Pressure is a sensitive gauge of how a level of theory binds a crystal. Iridium has a bulk modulus of a few hundred GPa (a rough, recalled size), so an error of 10 GPa at fixed volume corresponds to about one percent in the lattice constant. A positive pressure means that the crystal would expand if released, a negative one that it would shrink. The same face-centred cubic cell is used in each row below.

Kohn-Sham DFT with PAW potentials in VASP and ABINIT for nonmagnetic face-centred cubic iridium, all at the same fixed cell of 14.06 Å³ per atom. The basis is given as the plane-wave cutoff, U and J act on the Ir d shell, and D3 uses zero damping. Pressure is for the static lattice, positive in compression.

```csv
method,rung,program,potentials,basis,"Hubbard U, eV",spin orbit,k mesh,smearing,pressure (GPa)
LDA,LDA,VASP,"VASP PAW LDA potentials, gw",600 eV,none,yes,9x9x9 1-atom cell,methfessel paxton 0.2eV,-4.320
BLYP-D3,GGA,VASP,"VASP PAW PBE potentials, recommended",520 eV,none,yes,9x9x9 1-atom cell,gaussian 0.05eV,11.160
PBE,GGA,VASP,"VASP PAW PBE potentials, recommended",520 eV,none,no,12x12x12 1-atom cell,Fermi-Dirac 0.05eV,11.810
PBE,GGA,VASP,"VASP PAW PBE potentials, materialsproject",520 eV,none,no,12x12x12 1-atom cell,gaussian 0.05eV,11.760
PBEsol,GGA,VASP,"VASP PAW PBE potentials, minimal",500 eV,none,no,12x12x12 1-atom cell,gaussian 0.02eV,0.240
PBEsol,GGA,ABINIT,JTH PAW PBE v2.0,435 eV,none,no,7x7x7 1-atom cell,Fermi-Dirac 0.05eV,-0.700
RPBE,GGA,VASP,"VASP PAW PBE potentials, materialsproject",520 eV,none,no,12x12x12 1-atom cell,gaussian 0.02eV,15.740
RPBE-D3+U,GGA,VASP,"VASP PAW PBE potentials, recommended",520 eV,Ir1(J0.9),no,12x12x12 1-atom cell,methfessel paxton 0.2eV,2.460
r2SCAN,meta-GGA,ABINIT,JTH PAW PBE v2.0,544 eV,none,no,7x7x7 1-atom cell,Fermi-Dirac 0.05eV,4.140
```

**(a) Does the pressure follow the rung of theory? If it does not, find an order that it does follow.**

*Solution.* The rung is a poor guide. LDA does give the lowest pressure, but the GGA rows reach from −0.7 to 15.7 GPa. The meta-GGA r2SCAN, one rung higher, falls among them, with four GGA rows above it and three below.

This spread is much larger than the scatter between programs, as far as one pair can tell. PBEsol differs by 0.94 GPa between VASP and ABINIT, where the potential, the number of valence electrons, the cutoff and the mesh also change; the ABINIT mesh is coarse for a metal. The GGAs without dispersion or $U$ span 15.5 GPa within VASP alone, some 16 times as much. Differences near 1 GPa between programs should therefore not be read as differences between functionals.

A better order comes from asking what each functional does with an uneven electron density. When a metal expands, the density between the atoms thins out and varies more strongly relative to its own size. A GGA rewards such variation with extra exchange energy. The reward grows on expansion, so the crystal gains by expanding, and a cell held at fixed volume pushes outward harder.

In formulas, the pressure is $P=-\mathrm{d}E/\mathrm{d}V$, with $E$ the energy and $V$ the volume per atom. The exchange energy density of LDA is multiplied by a factor $F(s)$, where $s$ measures the density gradient relative to the density. For small gradients $F\approx 1+\mu s^2$. The coefficient $\mu$ is about 0.12 in PBEsol and 0.22 in PBE, while RPBE keeps the PBE value and the same upper limit of $F$, but approaches that limit faster as $s$ grows.

The three functionals should therefore give rising pressures in the order PBEsol, PBE, RPBE, and they do. The step from PBEsol to PBE is 11.5 GPa, and that from PBE to RPBE is 4.0 GPa. The first step is probably the larger one because it changes the response to small and moderate gradients, which are common in a close-packed metal. PBEsol also has a weaker gradient term in its correlation part, which this argument leaves out. The order is read from the table; its link to $F(s)$ is an argument from the form of the functionals.

LDA has no gradient reward at all, and its place 4.6 GPa below PBEsol in VASP fits the picture. That distance also contains spin-orbit coupling, another potential and another mesh, so it is not a clean measure of the functional.

The place of r2SCAN shows that a higher rung need not mean a higher pressure. This functional also uses the kinetic energy density, which helps it to tell metallic regions from other kinds of bonding and to treat gradients differently in each. It lies 4.8 GPa above PBEsol in the same program. The distance carries a caution: both ABINIT runs use a potential made for PBE, and both show an empty level at the zone centre that has no counterpart in the PBEsol run in VASP and may be a ghost state of that potential. The effect of either on the pressure is untested.

**(b) Which row breaks the order of part (a) most clearly? Give the size of the break and find its likely cause.**

*Solution.* The row is RPBE-D3+U. It has the same gradient functional as RPBE, so the order of part (a) would put it near 15.7 GPa. The calculation gives 2.5 GPa, which is 13.3 GPa lower. The break nearly undoes the whole climb from PBEsol to RPBE.

Two ingredients were added to RPBE: the D3 dispersion correction and a Hubbard term on the iridium d shell. D3 adds an attraction between pairs of atoms that, except at short range, strengthens as they approach. The crystal can then gain energy by contracting, so D3 pulls inward against the push of the gradient term. In a dense metal, where each atom has many neighbours within a few Å, such a pull can be large.

Its size can be estimated from the D3 energy alone. Let the attraction of each pair fall off as $1/R^6$ with the distance $R$. When the whole crystal is scaled, $V$ grows as $R^3$, and the D3 energy per atom $E_\mathrm{D3}$ therefore varies as $1/V^2$. Its slope is $\mathrm{d}E_\mathrm{D3}/\mathrm{d}V=-2E_\mathrm{D3}/V$, which gives

$$P_\mathrm{D3}=\frac{2E_\mathrm{D3}}{V}.$$

The same run reports $E_\mathrm{D3}=-0.956$ eV per atom, and the cell has $V=14.06$ Å³ per atom. With 1 eV/Å³ equal to 160 GPa,

$$P_\mathrm{D3}\approx\frac{2\times(-0.956)}{14.06}\times 160\ \mathrm{GPa}\approx-22\ \mathrm{GPa}.$$

The sign is right and so is the order of magnitude, but the computed drop is only about 0.6 of the estimate. A likely reason is the damping of D3 at short range. The form used here, called zero damping, switches the attraction off as atoms come close. For the nearest neighbours, at 2.7 Å, the attraction may therefore rise less steeply than $1/R^6$ or even weaken on contraction. D3 also holds a term steeper than $1/R^6$. Undamped, it would make the pull larger than estimated, but it is damped at short range too. The estimate has no adjustable constant, and the pressure of this row did not enter it.

The Hubbard term must also be considered. Its two parameters, $U=1$ eV for the repulsion within the d shell and $J=0.9$ eV for the exchange part, nearly cancel in the averaged part of the correction, which depends on $U-J$. The total energy points the same way: it falls by 0.853 eV per atom from RPBE to RPBE-D3+U. Taking off the D3 energy leaves $-0.853+0.956\approx+0.10$ eV for the Hubbard term and the changed smearing together.

That remainder is about a tenth of the D3 energy. Pressure depends on how an energy changes with volume, however, and a small energy can still have a noticeable slope. D3 is thus the probable main cause of the break, while the exact share of the Hubbard term in the 13.3 GPa is untested. The low pressure of this row does not show that D3 describes iridium well: its pair coefficients leave out the screening by the conduction electrons of a metal. The differences used here and the D3 estimate are printed after the text.

**(c) BLYP-D3 gives almost the same pressure as PBE. Do BLYP and PBE therefore bind iridium alike?**

*Solution.* They probably do not. The two pressures differ by only 0.6 GPa, but the BLYP row contains a D3 correction and the PBE rows do not. Its D3 energy is about 1.5 times that in RPBE-D3+U. By the reasoning of part (b), this correction should pull inward, probably with a pressure of the order of 10 GPa or more. The damping is set separately for each functional, so the share found there cannot be carried over exactly, and no run of BLYP without D3 is given.

To end up close to PBE despite this pull, BLYP itself must push outward much more strongly. This agrees with its well-known tendency to bind metals too weakly: its exchange rewards gradients strongly, and its correlation part does not reproduce the uniform electron gas, the natural starting point for a simple metal. The row also includes spin-orbit coupling, whose share in the pressure is untested. The near-agreement with PBE is best understood as a large push and a large pull that almost cancel.

Such a cancellation belongs to the volume at which it was found. The gradient term and the pair attraction depend on volume in different ways, so their balance shifts when the cell is compressed or stretched. Here both functionals should settle only about one percent away in lattice constant, so their equilibrium volumes are probably still close. The agreement says much less about stiffness, or about pressures far from this volume.

The same care applies to a pressure near zero, such as the 0.2 GPa of PBEsol in VASP. It means that this functional would leave the given cell almost unchanged, which is a statement about the cell as much as about the functional. To guess where a functional will fall in a table like this one, the rung is the wrong thing to ask for. The useful questions are how strongly it rewards density gradients, which raises the pressure, and whether a pair attraction has been added, which lowers it.

Output of the analysis:

```
Lowest GGA pressure, GPa: -0.7
Highest GGA pressure, GPa: 15.74
Number of GGA rows above r2SCAN: 4
Number of GGA rows below r2SCAN: 3
PBEsol in VASP less LDA, GPa: 4.56
PBE (materialsproject potentials) less PBEsol, both VASP, GPa: 11.52
RPBE less PBE (materialsproject potentials), both VASP, GPa: 3.98
RPBE less PBEsol, both VASP, GPa: 15.5
Difference of the two PBE rows, GPa: 0.05
PBEsol in VASP less PBEsol in ABINIT, GPa: 0.94
Spread of bare GGAs in VASP over the PBEsol program difference, ratio: 16.49
r2SCAN less PBEsol, both ABINIT, GPa: 4.84
r2SCAN in ABINIT less PBE in VASP (materialsproject potentials), GPa: -7.62
RPBE-D3+U less RPBE, GPa: -13.28
BLYP-D3 less PBE (materialsproject potentials), GPa: -0.6
Total energy of RPBE-D3+U less RPBE, eV per atom: -0.8527
Part of that energy difference left after D3 is taken off, eV per atom: 0.1034
Estimated D3 pressure in RPBE-D3+U from undamped inverse sixth power, GPa: -21.79
Computed drop over that estimate, ratio: 0.6095
D3 energy in BLYP-D3 over that in RPBE-D3+U, ratio: 1.482
```
